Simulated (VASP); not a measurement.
Input of a VASP 6.6.1 run:

INCAR

```
ALGO = Normal ; EDIFF = 1E-7
ENCUT = 520 ; GGA = PS
ISIF = 2 ; ISMEAR = 0
LASPH = True ; LCHARG = True
LELF = True ; LREAL = False
LVHAR = True ; LWAVE = False
NBANDS = 19 ; NELM = 60
PREC = Accurate ; SIGMA = 0.02
```

Contents of KPOINTS:

```
k-points
0
Gamma
  6 6 6
```

File POSCAR:

```
K2S
1.0
    0.0000000000      3.7069394600      3.7069394600
    3.7069394600      0.0000000000      3.7069394600
    3.7069394600      3.7069394600      0.0000000000
K S
2 1
Direct
    0.7500000000      0.7500000000      0.7500000000
    0.2500000000      0.2500000000      0.2500000000
    0.0000000000      0.0000000000      0.0000000000
```

Potentials or basis: VASP PAW PBE potentials, release 64 (K_sv, S).

Run with:

```console
$ cat potpaw_PBE.64/K_sv/POTCAR potpaw_PBE.64/S/POTCAR > POTCAR
$ mpirun -np 1 vasp_std > vasp.out
```

Predict the pressure.

-0.5 GPa.

What does it give for the band gap on the k mesh?

2.27 eV, indirect (least direct gap 2.47 eV).

Caveat: the PAW data sets were made with another functional, which shifts forces and pressure a little. A k mesh can miss the band edges.
